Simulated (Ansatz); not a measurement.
# ZnF₂: 67Zn NMR of the central transition

Cell: a Materials Project structure (computed, not necessarily an observed phase) whose atoms were relaxed with PBE, the cell held.

Space group P4_2/mnm (No. 136); a = 4.7029, c = 3.1329 Å.

| site | Wyckoff | site symmetry | x | y | z |
| --- | --- | --- | --- | --- | --- |
| Zn | 2a | m.mm | 0.5000 | 0.5000 | 0.5000 |
| F | 4f | m.2m | 0.6969 | 0.6969 | 0.0000 |

One atom of each set is listed.

The numbers come from a DFT calculation in Ansatz (r2SCAN, plane waves and PAW, scalar-relativistic, 500 eV cutoff, Γ-centred 7×7×11 k-points, Fermi–Dirac smearing 0.01 eV).

67Zn has I = 5/2 and Q = 122.0 mb (Pyykkö 2018); at 7.05 T its Larmor frequency is ν₀ = 18.8 MHz. Only the quadrupole interaction is simulated: positions count from each site's isotropic chemical shift, and J coupling is left out, as are shift anisotropy and dipolar coupling, which fast spinning averages.

(1) Give C_Q, η, the quadrupolar product P_Q = |C_Q|(1 + η²/3)^½, the second-order isotropic shift and the breadth of the pattern (fast magic-angle spinning) for each Zn site.

## Answers

(1) 

```
site         first shell  C_Q (MHz)     η  P_Q (MHz)  δ_QIS (ppm)  breadth (kHz)
  Zn  6 F at 2.02–2.04 Å       6.28  0.01       6.28         -668           27.0
```

δ_QIS = −(ν_Q²/30ν₀²)[I(I+1) − 3/4](1 + η²/3) × 10⁶ ppm with ν_Q = 3|C_Q|/[2I(2I−1)]; it falls as 1/B₀² in ppm, and the breadth as 1/B₀ in kHz.

The broadest static pattern spans 66 kHz. The table holds for spinning faster than that; slower spinning leaves sidebands.

With these PAW files V_zz is typically within 2 to 3 % of all-electron values, but misses above 10 % occur on Zn.
